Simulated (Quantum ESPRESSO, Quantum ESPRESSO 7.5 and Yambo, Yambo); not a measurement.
## Excitons of CdS (Hawleyite): kernels and approximations

Aim: the absorption spectrum of CdS (Hawleyite) with electron-hole interaction, and what each part of the kernel does.

Main program and level: Quantum ESPRESSO 7.5 and Yambo 5.3.0; PBE and many-body steps on it, plane waves.

### 1. The structure

The structure is cubic, space group F-43m (No. 216). The conventional cell has a = 5.833 Å, b = 5.833 Å, c = 5.833 Å, α = 90.00°, β = 90.00°, γ = 90.00°. Cd has 4 S at 2.53 Å nearest. S has 4 Cd at 2.53 Å nearest. Farther neighbours and most contacts between anions are not listed.

The cell and positions come from the Crystallography Open Database and are kept as given unless a step says otherwise.

### 2. Empty states on the mesh, 4×4×4 mesh, 219 bands

This step: Quantum ESPRESSO 7.5; DFT, PBE, plane waves, norm-conserving pseudopotentials.

The sums over transitions need many empty states on a uniform mesh; this step solves for them.

Contents of pw.in:

```
&control
  calculation = 'nscf'
  prefix = 'x'
  outdir = 'o'
  pseudo_dir = 'pseudo'
/
&system
  ibrav = 0
  nat = 2
  ntyp = 2
  ecutwfc = 94.0
  nbnd = 219
  force_symmorphic = .true.
/
&electrons
  conv_thr = 1e-9
  electron_maxstep = 80
  diago_full_acc = .true.
  diago_thr_init = 5e-6
/
ATOMIC_SPECIES
  Cd 112.41 Cd.upf
  S 32.06 S.upf
CELL_PARAMETERS angstrom
  -0.0000000000 2.9165000000 2.9165000000
  2.9165000000 -0.0000000000 2.9165000000
  2.9165000000 2.9165000000 -0.0000000000
ATOMIC_POSITIONS crystal
  Cd 0.0000000000 0.0000000000 0.0000000000
  S 0.2500000000 0.2500000000 0.2500000000
K_POINTS automatic
  4 4 4 0 0 0
```

Command:

```sh
$ OMP_NUM_THREADS=1 mpirun -n 4 pw.x -nk 4 -in pw.in > pw.out
```

What it wrote:

```text
Program PWSCF v.7.5 starts

     This program is part of the open-source Quantum ESPRESSO suite
     for quantum simulation of materials; please cite
         "P. Giannozzi et al., J. Phys.:Condens. Matter 21 395502 (2009);
         "P. Giannozzi et al., J. Phys.:Condens. Matter 29 465901 (2017);
         "P. Giannozzi et al., J. Chem. Phys. 152 154105 (2020);
     in publications or presentations arising from this work. More details at

     Atomic positions and unit cell read from directory:
     o/x.save/

     Message from routine setup:
[...]
k =-0.3536-0.3536 0.3536 (  5168 PWs)   bands (ev):

[...]
65.8940  67.6525  67.7258  67.7258  68.1298  68.1298  69.2984  69.8215
     [... 16 further rows ...]
   142.7610 143.5510 144.0981 145.1207 145.1207 145.9757 145.9757 146.0915
   147.0727 147.0727 149.1794

          k = 0.3536 0.0000 0.0000 (  5105 PWs)   bands (ev):

     [... further k-points ...]

     highest occupied, lowest unoccupied level (ev):     6.9821    8.1268

     XML data file, pseudopotentials, collected wavefunctions

=------------------------------------------------------------------------------=
   JOB DONE.
=------------------------------------------------------------------------------=
```

It took 27 s on 4 MPI ranks of Arm Neoverse V1, shared host; peak memory 0.59 GiB.

This step gave:

```
gap                                                           : 1.145 eV
k of the valence top                                          : 0, 0, 0
k of the conduction bottom                                    : 0, 0, 0
least direct gap                                              : 1.145 eV
k points computed                                             : 8
lowest point of the top converged band, above the valence top : 140.9581 eV
```

On this mesh the gap is 1.145 eV.

The density comes from a self-consistent run that is not shown.

### 3. Conversion and set-up

This step: Yambo 5.3.0; conversion and set-up on PBE, plane waves, norm-conserving pseudopotentials.

The states are converted to the many-body program's format and the q mesh is built.

Command:

```sh
$ (cd o/x.save; p2y > p2y.log; mv SAVE ../..); yambo > setup.log
```

What it wrote:

```text
 Yambo, version 5.3.0

 [02] CORE Variables Setup
 =========================

  [02.01] Unit cells
  ==================

  Cell kind             :  FCC
  Atoms in the cell     :  Cd  S
  number of Cd atoms    :  1
  number of S  atoms    :  1

  List of atomic masses
  Mass of Cd    :  112.4100
  Mass of S     :  32.06000

  List of atomic coordinates    : [cc]
  Cd1       :  0.000000  0.000000  0.000000  order 1
  S1       :  2.755693  2.755693  2.755693  order 2

  Alat factors          :  5.511386  5.511386  5.511386 [a.u.]
  Direct lattice volume :  334.8209 [a.u.]
[...]
==========================================

 IBZ Q-points                                      :   8
 BZ  Q-points                                      :   64

 K/Q-points units:
 rlu = crystal or reduced units; cc = cartesian coordinates; iku = interal k-units

 Q [1]          [rlu]:  0.000000  0.000000  0.000000
 Q [2]          [rlu]: -0.40681E-17 -0.40681E-17  0.25000
 Q [3]          [rlu]:  0.81362E-17  0.81362E-17 -0.50000
[...]
Q [7]          [rlu]:  0.12428E-16 -0.50000     -0.50000
 Q [8]          [rlu]:  0.250000 -0.500000 -0.250000

  [03.01] X indexes
  =================

   [03.01.01] Sigma indexes
   ========================

 [06] Game Over & Game summary
```

It took 3 s on 1 MPI rank; peak memory 0.25 GiB.

### 4. Screening and self-energy, 4×4×4 mesh, 219 bands, screening to 210.9 eV

G0W0 replaces the xc potential by the self-energy, built once from these orbitals. Only a window of levels is corrected, while the sums run over the empty bands that the input names.

This step: G0W0 on PBE, plane waves, norm-conserving pseudopotentials.

Contents of gw1.in:

```
HF_and_locXC
gw0
dyson
ppa
em1d
rim_cut
RandQpts= 1000000
RandGvec= 1 RL
EXXRLvcs= 94 Ry
VXCRLvcs= 376 Ry
Chimod= "HARTREE"
% BndsRnXp
 1 | 219 |
%
NGsBlkXp= 15.5 Ry
% LongDrXp
 1 | 1 | 1 |
%
% GbndRnge
 1 | 219 |
%
DysSolver= "n"
ExtendOut
PPAPntXp= 27.21138 eV
% QPkrange
 1 | 8 | 11 | 18 |
%
```

Command:

```sh
$ OMP_NUM_THREADS=1 mpirun -n 4 yambo -F gw1.in -J gw1 -C gw1 > gw1.log
```

What it wrote:

```text
 Yambo, version 5.3.0

 [02] CORE Variables Setup
 =========================

  [... cell, symmetries and grids as in the set-up ...]

  [02.05] Energies & Occupations
  ==============================

  [X] === General ===
  [X] Electronic Temperature                        :  0.000000  0.000000 [eV K]
  [X] Bosonic    Temperature                        :  0.000000  0.000000 [eV K]
  [X] Finite Temperature mode                       : no
  [X] El. density                                   :  0.52403E+24 [cm-3]
[...]
Sx RL components                                 :   5161

   QP @ state[ 1 ] K range                          :   1   8
   QP @ state[ 1 ] b range                          :  11  18
   GF energies kind                                 : Perdew, Burke & Ernzerhof(X)+Perdew, Burke & Ernzerhof(C)
   GF WF`s kind                                     : Perdew, Burke & Ernzerhof(X)+Perdew, Burke & Ernzerhof(C)
   Xs energies kind                                 : Perdew, Burke & Ernzerhof(X)+Perdew, Burke & Ernzerhof(C)
   Xs WF`s kind                                     : Perdew, Burke & Ernzerhof(X)+Perdew, Burke & Ernzerhof(C)

 [11] Game Over & Game summary
```

Run time: 24 min. Hardware: 4 MPI ranks; peak memory 2 GiB; 1.6 h of CPU time.

This step gave:

```
G0W0 gap on the mesh                         : 2.182 eV
starting gap on the mesh                     : 1.145 eV
k of the valence top                         : 0, 0, 0
k of the conduction bottom                   : 0, 0, 0
least direct G0W0 gap on the computed points : 2.182 eV
```

The gap on the mesh goes from 1.14 eV to 2.18 eV, a correction of +1.04 eV.

The gap opens by 1.037 eV; the next steps shift the empty bands rigidly by 1.037 eV.

### 5. Excitons

Optical absorption needs the electron-hole interaction, solved here in a basis of vertical transitions on the mesh.

This step: Bethe-Salpeter equation on PBE with a scissors shift, plane waves, norm-conserving pseudopotentials.

Contents of bse3.in:

```
optics
bss
bse
em1s
dipoles
rim_cut
RandQpts= 1000000
RandGvec= 1 RL
Chimod= "HARTREE"
BSKmod= "SEX"
BSEmod= "resonant"
BSSmod= "d"
BSENGexx= 30 Ry
BSENGBlk= 6 Ry
% BSEQptR
 1 | 1 |
%
% BSEBands
 11 | 18 |
%
% BEnRange
 0 | 7 | eV
%
% BDmRange
 0.1 | 0.1 | eV
%
BEnSteps= 141
% BLongDir
 1 | 0 | 0 |
%
% BndsRnXs
 1 | 109 |
%
NGsBlkXs= 6 Ry
% LongDrXs
 1 | 1 | 1 |
%
% KfnQP_E
 1.037 | 1.0 | 1.0 |
%
WRbsWF
```

Command:

```sh
$ OMP_NUM_THREADS=1 mpirun -n 4 yambo -F bse3.in -J bse3 -C bse3 > bse3.log
```

What it wrote:

```text
 Yambo, version 5.3.0

 [02] CORE Variables Setup
 =========================

  [... cell, symmetries and grids as in the set-up ...]

  [02.05] Energies & Occupations
  ==============================

  [X] === General ===
  [X] Electronic Temperature                        :  0.000000  0.000000 [eV K]
  [X] Bosonic    Temperature                        :  0.000000  0.000000 [eV K]
  [X] Finite Temperature mode                       : no
  [X] El. density                                   :  0.52403E+24 [cm-3]
  [X] Fermi Level                                   :  6.982057 [eV]

  [X] === Gaps and Widths ===
  [X] Conduction Band Min                           :  1.144724 [eV]
  [X] Valence Band Max                              :  0.000000 [eV]
  [X] Filled Bands                                  :  13
  [X] Empty Bands                                   :   14  219
  [X] Direct Gap                                    :  1.144724 [eV]
  [X] Direct Gap localized at k                     :  1
  [X] Indirect Gap                                  :  1.144724 [eV]
  [X] Indirect Gap between kpts                     :  1  1
  [X] Last valence band width                       :  2.183510 [eV]
  [X] 1st conduction band width                     :  4.279643 [eV]

 [03] Transferred momenta grid and indexing
 ==========================================

 [BZ sampling] Q-grid is User defined and/or read from the database

 IBZ Q-points                                      :   8
 BZ  Q-points                                      :   64

 K/Q-points units:
 rlu = crystal or reduced units; cc = cartesian coordinates; iku = interal k-units

 Q [1]          [rlu]:  0.000000  0.000000  0.000000
 Q [2]          [rlu]: -0.40681E-17 -0.40681E-17  0.25000
 Q [3]          [rlu]:  0.81362E-17  0.81362E-17 -0.50000
 Q [4]          [rlu]: -0.62139E-17  0.25000      0.25000
 Q [5]          [rlu]: -0.38278E-17  0.25000      0.50000
 Q [6]          [rlu]:  0.81362E-17  0.25000     -0.25000
 Q [7]          [rlu]:  0.12428E-16 -0.50000     -0.50000
 Q [8]          [rlu]:  0.250000 -0.500000 -0.250000

  [03.01] X + BSE indexes
  =======================

   [03.01.01] Sigma indexes
   ========================

 [04] Coloumb potential Random Integration (RIM)
 ===============================================

  [04.01] RIM initialization
  ==========================

  * Diagonal components only detected *

  8 x (sBL volume)        :  0.092606 [a.u.]
  sBZ random points       :  1000000
  Points outside the sBZ  :   7987327
  RL volume               :  0.740845 [a.u.]
  Integrated volume       :  0.742020 [a.u.]

  [04.02] RIM integrals
  =====================

  Gamma point sphere radius             :  0.082066 [a.u.]
  Points outside the sphere             :   799513
  [Int_sBZ(q=0) 1/q^2]*(Vol_sBZ)^(-1/3) =:  7.764325
                                 should be <:  7.795600

  Summary of Coulomb integrals for non-metallic bands |Q|[au] RIM/Bare

  Q [1] 0.100000E-4 0.995988 * Q [2] 0.246825 1.065884
  Q [4] 0.285009 1.064810 * Q [6] 0.403064 1.027704
  Q [5] 0.472634 1.020409 * Q [3] 0.493651 1.018308
  Q [7] 0.570019 1.014905 * Q [8] 0.637300 1.011860

 [WARNING] [Xs] User bands 1-109 break level degeneracy

 [WARNING] [BS] User bands 11-18 break level degeneracy

 [05] External/Internal QP corrections
 =====================================

 [QP_apply] Action to be applied: USER defined scissor

  [05.01]  QP corrections report
  ==============================

  [K+QP] === General ===
  [K+QP] Electronic Temperature                     :  0.000000  0.000000 [eV K]
  [K+QP] Bosonic    Temperature                     :  0.000000  0.000000 [eV K]
  [K+QP] Finite Temperature mode                    : no
  [K+QP] El. density                                :  0.52403E+24 [cm-3]
  [K+QP] Fermi Level                                :  0.000000 [eV]

  [K+QP] === Gaps and Widths ===
  [K+QP] Conduction Band Min                        :  2.181724 [eV]
  [K+QP] Valence Band Max                           :  0.000000 [eV]
  [K+QP] Filled Bands                               :  13
  [K+QP] Empty Bands                                :   14  219
  [K+QP] Direct Gap                                 :  2.181724 [eV]
  [K+QP] Direct Gap localized at k                  :  1
  [K+QP] Indirect Gap                               :  2.181724 [eV]
  [K+QP] Indirect Gap between kpts                  :  1  1
  [K+QP] Last valence band width                    :  2.183510 [eV]
  [K+QP] 1st conduction band width                  :  4.279643 [eV]

  [coarse-grid] Minimum Bare Gap        [ev]:  1.144724
  [coarse-grid] Minimum Gap Correction  [ev]:  1.037000

  Eqp @ K [1]
  -101.3576  -62.4216  -62.4216  -62.4216  -12.3643   -7.7227   -7.7227   -7.7227
   -7.2437      -7.2437     -0.72195E-09 -0.23166E-09   0.0000       2.1817       7.5682       7.5682
    7.56819  12.41846  12.41846  12.48752  14.33925  14.33925  14.33925  16.61751
   23.73332  23.73332  23.73332  25.66504  25.66504  25.66504  27.37753  27.37753
  Eqp @ K [2]
  -101.3577  -62.4221  -62.4217  -62.4217  -12.1507   -7.6516   -7.6516   -7.4763
  -7.239524 -7.239524 -2.488700 -0.395697 -0.395697  3.817212  7.315378  8.070550
[...]
Eqp @ K [3]
[...]
Eqp @ K [4]
[...]
Eqp @ K [5]
[...]
[... 2 further k-points ...]
  Eqp @ K [8]
[...]
-7.236607 -6.613937 -3.894085 -2.260788 -2.183510  6.461367  6.468385  8.266949
    9.07546  12.13315  14.12809  14.14331  14.33508  16.77193  18.81318  20.30520
   20.34108  20.93555  21.95636  21.96950  24.25702  26.48269  26.51792  28.04909

 [06] Dipoles
 ============

  [06.01] Setup: observables and procedures
  =========================================

  [WARNING] [r,Vnl^pseudo] included in position and velocity dipoles.

  [WARNING] In case H contains other non local terms, these are neglected

 [07] Static Dielectric Matrix
 =============================

 [WR./bse3//ndb.em1s]------------------------------------------------------------
  Brillouin Zone Q/K grids (IBZ/BZ)                :    8   64    8   64
  RL vectors                                       :   6183 [WF]
  Coulomb cutoff potential                         : none
  Electronic Temperature                           :  0.000000 [K]
  Bosonic    Temperature                           :  0.000000 [K]
  Static diel. fun.  energies                      : Perdew, Burke & Ernzerhof(X)+Perdew, Burke & Ernzerhof(C)
  wavefunctions                                    : Perdew, Burke & Ernzerhof(X)+Perdew, Burke & Ernzerhof(C)
  Global Gauge                                     : length
  X matrix size                                    :   89
  X band range                                     :    1  109
  X e/h energy range                               : -1.000000 -1.000000 [eV]
  X Time ordering                                  : T
  X Hxc Kernel                                     : HARTREE
  X Drude frequency                                :  0.000000  0.000000
  X poles                                          :  100.0000 [o/o]
  RL vectors in the sum                            :   6183
  [r,Vnl] included                                 : yes
  Field direction                                  :  0.577350E-5  0.577350E-5  0.577350E-5
  BZ energy Double Grid                            : no
  BZ energy DbGd points                            : 0
  BZ Q point size factor                           : -1.000000
  X Optical Averaged directions                    : none

 [08] Bethe Salpeter Equation driver
 ===================================

  [08.01] Bethe Salpeter Equation @q1
  ===================================

   [08.01.01] Transition pre-analysis @q1
   ======================================

   [08.01.02] Transition Groups build-up @q1
   =========================================

   [BSK] Transition groups (total):  16
   [BSK] Size (resonant):   960
   [BSK]         (total):   960
   [BSK] N. of matrices :  1

   [08.01.03] Loading Dipoles @q1
   ==============================

   [08.01.04] Independent Particles properties @q1
   ===============================================

   ==========================================================

   [BSE] Exchange components :   965
   [BSE] Correlation components :    89   387

    [08.01.05.01] Screened interaction header I/O
    =============================================

    [08.01.05.02] Main kernel loop
    ==============================

    [08.01.05.03] Wave-Function Phases
    ==================================

    [BSE] WF phases found       :  51.36719 [o/o]

   [08.01.06] BSE solver(s) @q1
   ============================

   [08.01.07] Diago Solver @q1
   ===========================

 [11] Game Over & Game summary
```

Run time: 45 s. Hardware: 4 MPI ranks; peak memory 1.5 GiB; 2.9 min of CPU time.

Numbers from this step:

```yaml
transitions_in_the_window: 960
direct_gap_of_the_transition_levels: 2.182 eV
lowest_state: 1.946 eV
first_strong_exciton_over_a_fiftieth_of_the_strongest_listed: 1.946 eV
binding_of_the_lowest_state_below_the_direct_gap: 0.2357 eV
coulomb_term_of_one_mesh_cell: 0.2694 eV
```

The binding is 0.88 times the screened Coulomb term of one mesh cell (0.27 eV), so it is not shown settled.

The lowest state lies at 1.946 eV, 0.236 eV under the direct gap.

Lines within 3 meV are set at the lowest of them, and the highest group, which the list may cut short, is left out. Exciton lines, with heights relative to the strongest:

```
position (eV)  lines merged  strength, relative
        1.946             3                  99
        3.855             3                 100
        3.970             3                 0.0
        3.992             2                 0.0
        3.998             5                 0.0
        4.020             3                 0.0
        4.565             3                  26
```

The ε₂ has structure finer than the step of the table below, so its rows give means over 0.2 eV, whole bins alone (the curve runs from 0 to 7 eV). Peaks (eV: height): BSE 1.95: 31.7, 3.85: 32.2, 4.55: 8.97, 5.80: 12.7, 6.20: 15.0; no electron-hole interaction 2.20: 24.4, 4.20: 21.0, 4.80: 10.3, 6.10: 11.2, 6.60: 25.1.

Field along x; broadening 0.1 eV; transition window only. Limits: finite bands, cutoff and mesh; no spin-orbit coupling; coarse k mesh; exciton not shown settled in the k mesh. Table of ε₂ by photon energy; means over each step:

```
photon energy (eV)    BSE  no electron-hole interaction
               0.2  0.150                         0.102
               0.4  0.183                         0.120
               0.6  0.230                         0.145
               0.8  0.302                         0.180
               1.0  0.421                         0.233
               1.2  0.642                         0.319
               1.4   1.14                         0.476
               1.6   2.69                         0.815
               1.8   11.8                          1.80
               2.0   22.6                          7.05
               2.2   5.12                          19.3
               2.4   1.77                          5.20
               2.6   1.02                          1.59
               2.8  0.805                         0.840
               3.0  0.818                         0.606
               3.2   1.06                         0.550
               3.4   1.84                         0.610
               3.6   5.13                         0.834
               3.8   22.7                          1.52
               4.0   12.8                          4.77
               4.2   3.53                          16.6
               4.4   3.98                          6.34
               4.6   7.02                          3.85
               4.8   2.29                          8.23
               5.0   1.52                          2.98
               5.2   2.86                          1.40
               5.4   6.15                          1.63
               5.6   4.35                          4.26
               5.8   10.4                          3.53
               6.0   7.01                          7.01
               6.2   12.8                          7.61
               6.4   8.42                          9.51
               6.6   4.82                          20.4
               6.8   3.73                          10.6
```

The program warns that the window of bands cuts a degenerate level, which breaks the symmetry of states and spectrum.

(Part 1 of 3 ends here.)

[Paths, hosts, dates, memory and timing lines, banners, echoed tables and standing remarks are left out of the program output.]

[Logs are printed without paths, hosts, clocks, repeated set-up lines and the standing remarks that a program may print on its own settings, such as how far it seeks lower states.]

[Runs of the session that timed out or met a known fault of the program may be left out.]

[Hosts, paths, dates, database ids (printed as entryN), source tags and the programs' standing remarks are cut or masked in the printed files.]
